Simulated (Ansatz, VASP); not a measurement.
# Al: VASP beside Ansatz

INCAR

```
PREC     = Accurate       # precision mode
ENCUT    = 520            # plane-wave cutoff, eV
EDIFF    = 1E-6           # SCF threshold, eV
ISMEAR   = -1             # smearing method
SIGMA    = 0.1            # smearing width, eV
LREAL    = False          # projectors in reciprocal space
LASPH    = True           # aspherical terms in the spheres
NELM     = 100            # most SCF steps
ALGO     = Normal         # electronic algorithm
ISIF     = 2              # what is computed and relaxed
LWAVE    = False          # write WAVECAR
LCHARG   = False          # write CHGCAR
GGA      = PE             # functional
NBANDS   = 8              # bands
```

File KPOINTS:

```
regular mesh
0
Gamma
  13 13 13
```

File POSCAR:

```
Al
1.0
    2.7218389360      0.0000000000      0.0000000000
    0.0000000000      2.7218389360      0.0000000000
    0.0000000000      0.0000000000      2.7218389360
Al
1
Direct
    0.0000000000      0.0000000000      0.0000000000
```

Input for Ansatz:

```yaml
crystal:
  lattice:
    - [2.721838936, 0.0, 0.0]
    - [0.0, 2.721838936, 0.0]
    - [0.0, 0.0, 2.721838936]
  atoms:
    - { symbol: Al, position: [0.0, 0.0, 0.0] }
hamiltonian:
  xc: pbe
  pseudopotentials:
    kind: paw
    azcp:
      Al: "pseudopotentials/Al.paw.azcp"
basis:
  ecutwfc: 420
  fft_grid_basis: typed
kpoints:
  mp_grid: { grid: [13, 13, 13], shift: [0, 0, 0] }
magnetization:
  spin_polarized: false
scf:
  occupations: { method: fermi_dirac, width: 0.1 }
  lower_state_search: "off"
output:
  stress: true
  write_density: true
  write_potential: true
  elf: true
  volumetric_format: npy
```

Alike in both runs: task single point; functional PBE; k mesh 13 × 13 × 13; occupations fermi-dirac, width 0.1 eV; no spin polarisation.

|  | VASP | Ansatz |
| --- | --- | --- |
| version | VASP 6.6.1 | Ansatz 0.2.0 |
| potentials or method | VASP PAW PBE potentials, release 64 (Al) | plane waves (420 eV) with PAW, scalar-relativistic |
| plane-wave cutoff (eV) | 520 | 420 |
| valence electrons in the cell | 3 | 3 |

```tsv
	VASP	Ansatz	Ansatz less VASP
pressure (GPa)	0.0	0.0	+0.01
```
